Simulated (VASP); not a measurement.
# Ti (P6/mmm) in VASP: relaxation of cell and atoms with LDA

Aim: the relaxation of cell and atoms of Ti with LDA.

All numbers are computed with VASP 6.6.1; they aren't measurements. Logs are shortened: lines on timing, memory, paths and dates and some standing lists are left out, and cuts for length are marked.

**1. The structure**

It takes space group P6/mmm (No. 191, hexagonal). The conventional cell has a = 4.567 Å, b = 4.567 Å, c = 2.826 Å, α = 90.00°, β = 90.00°, γ = 120.00°. Around Ti (site symmetry -6m2) lie 11 Ti at 2.64 to 2.99 Å. Ti (site symmetry 6/mmm) is surrounded by 14 Ti at 2.83 to 2.99 Å.

This isn't the form of Ti at room conditions, which is hcp.

**2. Relaxation of cell and atoms, LDA**

INCAR

```
SYSTEM = Ti
ALGO = Fast
EDIFF = 1E-6
EDIFFG = -0.02
ENCUT = 600
GGA = CA
IBRION = 2
ISIF = 3
ISMEAR = -1
LASPH = .True.
LCHARG = .False.
LREAL = .False.
LWAVE = .False.
NELM = 80
NSW = 40
PREC = Accurate
SIGMA = 0.05
```

KPOINTS

```
k-points
0
Gamma
  6 6 8
  0 0 0
```

POSCAR

```
Ti
1.0
    4.5673748306      0.0000000000      0.0000000000
   -2.2836874153      3.9554626319      0.0000000000
    0.0000000000      0.0000000000      2.8262442700
Ti
3
Direct
    0.6666666667      0.3333333333      0.5000000000
    0.3333333333      0.6666666667      0.5000000000
    0.0000000000      0.0000000000      0.0000000000
```

Potentials or basis: VASP PAW LDA potentials, release 64 (Ti_sv).

Launch:

```
> cat potpaw_LDA.64/Ti_sv/POTCAR > POTCAR
> mpirun -np 1 vasp_std > vasp.out
```

OUTCAR:

```text
SYSTEM = Ti
   EDIFF = 1E-6
   EDIFFG = -0.02
   ENCUT = 600
   GGA = CA
   IBRION = 2
   ISIF = 3
   ISMEAR = -1
   LASPH = .True.
   LREAL = .False.
   NELM = 80
   NSW = 40
   PREC = Accurate

 ion  position               nearest neighbor table
   1  0.667  0.333  0.500-   2 2.64   2 2.64   2 2.64
   2  0.333  0.667  0.500-   1 2.64   1 2.64   1 2.64
   3  0.000  0.000  0.000-

  LATTYP: Found a hexagonal cell.
 ALAT       =     4.5673748306
 C/A-ratio  =     0.6187896494

  Lattice vectors:

 A1 = (   4.5673748306,   0.0000000000,   0.0000000000)
 A2 = (  -2.2836874153,   3.9554626319,   0.0000000000)
 A3 = (   0.0000000000,   0.0000000000,   2.8262442700)

Analysis of symmetry for initial positions (statically):
=====================================================================
 Subroutine PRICEL returns:
 Original cell was already a primitive cell.

 Routine SETGRP: Setting up the symmetry group for a
 hexagonal supercell.

 Subroutine GETGRP returns: Found 24 space group operations
 (whereof 24 operations were pure point group operations)
 out of a pool of 24 trial point group operations.

The static configuration has the point symmetry D_6h.

Analysis of symmetry for dynamics (positions and initial velocities):
=====================================================================
 Subroutine PRICEL returns:
 Original cell was already a primitive cell.

 Routine SETGRP: Setting up the symmetry group for a
 hexagonal supercell.

 Subroutine GETGRP returns: Found 24 space group operations
 (whereof 24 operations were pure point group operations)
 out of a pool of 24 trial point group operations.

The dynamic configuration has the point symmetry D_6h.

 Subroutine INISYM returns: Found 24 space group operations
 (whereof 24 operations are pure point group operations),
 and found     1 'primitive' translations

----------------------------------------------------------------------------------------

                                     Primitive cell

  volume of cell :      51.0592

  direct lattice vectors                    reciprocal lattice vectors
     4.567374831  0.000000000  0.000000000     0.218944150  0.126407464  0.000000000
    -2.283687415  3.955462632  0.000000000     0.000000000  0.252814928  0.000000000
     0.000000000  0.000000000  2.826244270     0.000000000  0.000000000  0.353826458

  length of vectors
     4.567374831  4.567374831  2.826244270     0.252814928  0.252814928  0.353826458

  position of ions in fractional coordinates (direct lattice)
     0.666666667  0.333333333  0.500000000
     0.333333333  0.666666667  0.500000000
     0.000000000  0.000000000  0.000000000

  ion indices of the primitive-cell ions
   primitive index   ion index
                 1           1
                 2           2
                 3           3

----------------------------------------------------------------------------------------

 KPOINTS: k-points

Automatic generation of k-mesh.
 Grid dimensions read from file:
 generate k-points for:    6    6    8

 Generating k-lattice:

  Cartesian coordinates                     Fractional coordinates (reciprocal lattice)
     0.036490692  0.021067911  0.000000000     0.166666667 -0.000000000  0.000000000
     0.000000000  0.042135821  0.000000000     0.000000000  0.166666667  0.000000000
     0.000000000  0.000000000  0.044228307     0.000000000  0.000000000  0.125000000

  Length of vectors
     0.042135821  0.042135821  0.044228307

  Shift w.r.t. Gamma in fractional coordinates (k-lattice)
     0.000000000  0.000000000  0.000000000

 Subroutine IBZKPT returns following result:
 ===========================================

 Found     35 irreducible k-points:

 Following reciprocal coordinates:
            Coordinates               Weight
  0.000000  0.000000  0.000000      1.000000
  0.166667  0.000000  0.000000      6.000000
  0.333333  0.000000  0.000000      6.000000
  0.500000  0.000000  0.000000      3.000000
  0.166667  0.166667  0.000000      6.000000
  0.333333  0.166667  0.000000     12.000000
[... 16 lines left out ...]
  0.166667  0.000000  0.375000     12.000000
  0.333333  0.000000  0.375000     12.000000
 [... further k-points ...]
   k-points           NKPTS =     35   k-points in BZ     NKDIM =     35   number of bands    NBANDS=     22
   number of dos      NEDOS =    301   number of ions     NIONS =      3
   total plane-waves  NPLWV =  31104
   dimension x,y,z NGX =    36 NGY =   36 NGZ =   24
   dimension x,y,z NGXF=    72 NGYF=   72 NGZF=   48
   ions per type =               3
   NGX,Y,Z   is equivalent  to a cutoff of  13.10, 13.10, 14.12 a.u.
   NGXF,Y,Z  is equivalent  to a cutoff of  26.21, 26.21, 28.23 a.u.
 SYSTEM =  Ti
   PREC   = accura    normal or accurate (medium, high low for compatibility)
   ISTART =      0    job   : 0-new  1-cont  2-samecut
   ICHARG =      2    charge: 1-file 2-atom 10-const
   ISPIN  =      1    spin polarized calculation?
   LNONCOLLINEAR =      F non collinear calculations
   LSORBIT =      F    spin-orbit coupling
   LASPH  =      T    aspherical Exc in radial PAW
   ENCUT  =  600.0 eV  44.10 Ry    6.64 a.u.   9.12  9.12  5.64*2*pi/ulx,y,z
   NELM   =     80;   NELMIN=  2; NELMDL= -5     # of ELM steps
   EDIFF  = 0.1E-05   stopping-criterion for ELM
   LREAL  =      F    real-space projection
   EDIFFG = -.2E-01   stopping-criterion for IOM
   NSW    =     40    number of steps for IOM
   IBRION =      2    ionic relax: 0-MD 1-quasi-New 2-CG
   NFREE  =      1    steps in history (QN), initial steepest desc. (CG)
   ISIF   =      3    stress and relaxation
   ISYM   =      2    0-nonsym 1-usesym 2-fastsym
   POTIM  = 0.5000    time-step for ionic-motion
   TEBEG  =    0.0;   TEEND  =   0.0 temperature during run
   PSTRESS=    0.0 pullay stress
   NELECT =      36.0000    total number of electrons
   NUPDOWN=      -1.0000    fix difference up-down
   EMIN   =  10.00;   EMAX   =-10.00  energy-range for DOS
   EFERMI =   0.00;   METHOD = LEGACY
   ISMEAR =    -1;   SIGMA  =   0.05  broadening in eV -4-tet -1-fermi 0-gaus
   EFERMI_NEDOS =   21; number of points for ismear=-14 and -15
   IALGO  =     68    algorithm
   IMIX   =      4    mixing-type and parameters
     AMIX     =   0.40;   BMIX     =  1.00
     AMIX_MAG =   1.60;   BMIX_MAG =  1.00
  volume/ion in A,a.u.               =      17.02       114.85
  Fermi-wavevector in a.u.,A,eV,Ry     =   1.457084  2.753489 28.886426  2.123092
  Thomas-Fermi vector in A             =   2.573926
   LORBIT       =      0    0 simple, 1 ext, 2 COOP (PROOUT), +10 PAW based schemes
   GGA     = CA    functional components
   LHFCALC =     F    Hartree Fock is set to
   AEXX    =    0.0000 exact exchange contribution
   IVDW    =     0    specifies the selected vdW correction
   LEPSILON=     F    determine dielectric tensor
   LRPA    =     F    only Hartree local field effects (RPA)
 conjugate gradient relaxation of ions
 non-spin polarized calculation
 RMM-DIIS sequential band-by-band and
  energy-cutoff  :      600.00
  volume of cell :       51.06
 maximum number of plane-waves:      1731
   NGX = 19   NGY = 19   NGZ = 11

--------------------------------------- Ionic step        1  -------------------------------------------

 number of electron      35.9999989 magnetization

 Free energy of the ion-electron system (eV)
  ---------------------------------------------------
  ext. energy  EPLUGINS =         0.00000000
  ---------------------------------------------------
  free energy    TOTEN  =       -25.62756423 eV

  energy without entropy =      -25.59891442  energy(sigma->0) =      -25.61323932

------------------------ aborting loop because EDIFF is reached ----------------------------------------

  FORCE on cell =-STRESS in cart. coord.  units (eV):
  Direction    XX          YY          ZZ          XY          YZ          ZX
  --------------------------------------------------------------------------------------
  -------------------------------------------------------------------------------------
  Total       -2.6061799     -2.6061799     -2.4651503      0.0000000      0.0000000      0.0000000
  in kB      -81.7789131    -81.7789131    -77.3535671      0.0000000      0.0000000      0.0000000
  external PRESSURE =     -80.3037977 kB  Pullay stress =       0.0000000 kB
[... 22 lines left out ...]
  energy  without entropy=      -25.5989144181  energy(sigma->0) =      -25.61323932

--------------------------------------- Ionic step        2  -------------------------------------------

 number of electron      35.9999994 magnetization

------------------------ aborting loop EDIFF was not reached (unconverged)  ----------------------------

  FORCE on cell =-STRESS in cart. coord.  units (eV):
  Direction    XX          YY          ZZ          XY          YZ          ZX
  --------------------------------------------------------------------------------------
  -------------------------------------------------------------------------------------
  Total        1.9893492      1.9893492      2.2584067      0.0000000     -0.0000000      0.0000000
  in kB       70.8111754     70.8111754     80.3883177      0.0000000     -0.0000000      0.0000000
  external PRESSURE =      74.0035562 kB  Pullay stress =       0.0000000 kB

 VOLUME and BASIS-vectors are now :
 -----------------------------------------------------------------------------
  energy-cutoff  :      600.00
  volume of cell :       45.01
      direct lattice vectors                 reciprocal lattice vectors
     4.375957622  0.000000000  0.000000000     0.228521409  0.131936897  0.000000000
    -2.187978811  3.789690466 -0.000000000     0.000000000  0.263873794  0.000000000
    -0.000000000  0.000000000  2.714206868    -0.000000000  0.000000000  0.368431755
[... 161 lines left out ...]
  energy  without entropy=      -25.6890704105  energy(sigma->0) =      -25.70430978

--------------------------------------- Ionic step        7  -------------------------------------------

 number of electron      36.0000005 magnetization

 Free energy of the ion-electron system (eV)
  ---------------------------------------------------
  ext. energy  EPLUGINS =         0.00000000
  ---------------------------------------------------
  free energy    TOTEN  =       -25.71958200 eV

  energy without entropy =      -25.68897048  energy(sigma->0) =      -25.70427624

 E-fermi :   9.0081     XC(G=0): -12.2386

 val. band max:        8.9946090044   @ k =   0.0000   0.0000   0.0000
 cond. band min:       9.0202535911   @ k =   0.5000   0.0000   0.0000
 fundamental gap:      0.0256445868
 Fermi energy:         9.0081270156

 k-point     1 :       0.0000    0.0000    0.0000
  band No.  band energies     occupation
      1     -47.0495      2.00000
      2     -46.7915      2.00000
      3     -46.5722      2.00000
      4     -23.7772      2.00000
      5     -23.7772      2.00000
      6     -23.7340      2.00000
[... 574 lines left out ...]
      6     -23.7839      2.00000
[... 14 lines left out ...]
     21      10.1154      0.00000
     22      10.3245      0.00000

 [... further k-points ...]
[... 5 lines left out ...]
  --------------------------------------------------------------------------------------
  -------------------------------------------------------------------------------------
  Total        0.0338347      0.0338347      0.0249548      0.0000000      0.0000000     -0.0000000
  in kB        1.1421846      1.1421846      0.8424187      0.0000000      0.0000000     -0.0000000
  external PRESSURE =       1.0422626 kB  Pullay stress =       0.0000000 kB
[... 18 lines left out ...]
  FREE ENERGIE OF THE ION-ELECTRON SYSTEM (eV)
  ---------------------------------------------------
  free  energy   TOTEN  =       -25.7195819986 eV

  energy  without entropy=      -25.6889704827  energy(sigma->0) =      -25.70427624

 reached required accuracy - stopping structural energy minimisation
```

It took 6.5 min on 1 thread of AMD EPYC 9R45 (Zen 5), shared host; peak memory 0.15 GiB.

What came out:

```
Free energy                            : -25.7196 eV
Relaxed volume                         : 15.82 Å³/atom
Relaxed cell                           : a = 4.450 Å, b = 4.450 Å, c = 2.768 Å, α = 90.00°, β = 90.00°, γ = 120.00°
Space group after relaxing (to 0.05 Å) : P6/mmm (No. 191)
Energy gained by relaxing              : 30.7 meV/atom
Ionic steps                            : 7
Pressure after relaxing                : 0.1 GPa
Band gap on the k mesh                 : none (metal or under the smearing width)
```

The path:
```tsv
step	energy change (eV)	largest force (eV/Å)	pressure (GPa)	volume (Å³)
1	0.0000	0.0000	-8.03	51.06
2	-0.0339	0.0000	7.40	45.01
3	-0.0918	0.0000	0.04	47.59
4	-0.0917	0.0000	-0.24	47.66
5	-0.0920	0.0000	-0.28	47.66
6	-0.0920	0.0000	-0.29	47.65
7	-0.0920	0.0000	0.10	47.46
```

Final structure:
```
Ti
1.0
     4.44985    0.00000    0.00000
    -2.22493    3.85369    0.00000
     0.00000    0.00000    2.76767
Ti
3
Direct
  0.66667 0.33333 0.50000
  0.33333 0.66667 0.50000
  0.00000 0.00000 0.00000
```

**3. The reference run**

An earlier run on the cell as given: functional PBEsol; potentials or basis VASP PAW PBE potentials, release 64 (Ti_sv); cutoff 520 eV; k mesh 7 × 7 × 9; occupations fermi-dirac, width 0.05 eV; no spin polarisation.

* Pressure: -3.9 GPa
* Band gap on the k mesh: none (metal or under the smearing width)
